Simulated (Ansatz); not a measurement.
MnO2:

```
CELL_PARAMETERS angstrom
2.85658 0.00000 0.00000
-1.42829 2.47387 0.00000
0.00000 0.00000 4.60137
ATOMIC_POSITIONS crystal
Mn 0.00000 0.00000 0.50000
O 0.33333 0.66667 0.70629
O 0.66667 0.33333 0.29371
```

Measurements of this composition are mostly on another form, of space group No. 136.

```yaml
Program: Ansatz 0.2.0
Task: relaxation of cell and atoms
Functional: RPBE
Dispersion: D3(BJ)
Potentials_or_basis: Ansatz PAW
Cutoff: "420 eV (not typed: the program's choice for these potentials)"
k_mesh: 11 × 11 × 6
Occupations: fermi-dirac, width 0.05 eV
Spin: collinear spin, ferromagnetic start
Starting_moments: "[4.0, 0.0, 0.0] μB"
```

At the start: volume 10.84 Å³/atom.

**Question.** Where does the relaxation end?

**Answer.** It ends after 7 steps; space group P-3m1 (No. 164, to 0.05 Å); moment 3.00 μB per cell.

Step by step:
| step | energy change (eV) | largest force (eV/Å) | volume (Å³) |
| --- | --- | --- | --- |
| 1 | 0.0000 | 0.3997 | 32.52 |
| 2 | -0.0085 | 0.1319 | 32.24 |
| 3 | -0.0087 | 0.0022 | 32.45 |
| 4 | -0.0086 | 0.0003 | 32.48 |
| 5 | -0.0085 | 0.0005 | 32.48 |
| 6 | -0.0083 | 0.0000 | 32.52 |
| 7 | -0.0085 | 0.0000 | 32.52 |

Final structure:
```
Mn O
1.0
     2.84934    0.00000    0.00000
    -1.42467    2.46760    0.00000
     0.00000    0.00000    4.62533
Mn O
1 2
Direct
  0.00000 0.00000 0.50000
  0.33333 0.66667 0.71027
  0.66667 0.33333 0.28973
```

Caveat: the plane-wave basis is chosen anew once the cell has moved, so the energies of steps on either side of that aren't comparable; the pressure holds a Pulay correction of +0.7 GPa for the finite cutoff; a cell with one magnetic atom can't hold antiferromagnetic order, which such compounds often take; the PAW data sets come from PBE, with cores solved anew for the run's functional, which leaves a small shift of forces and pressure.
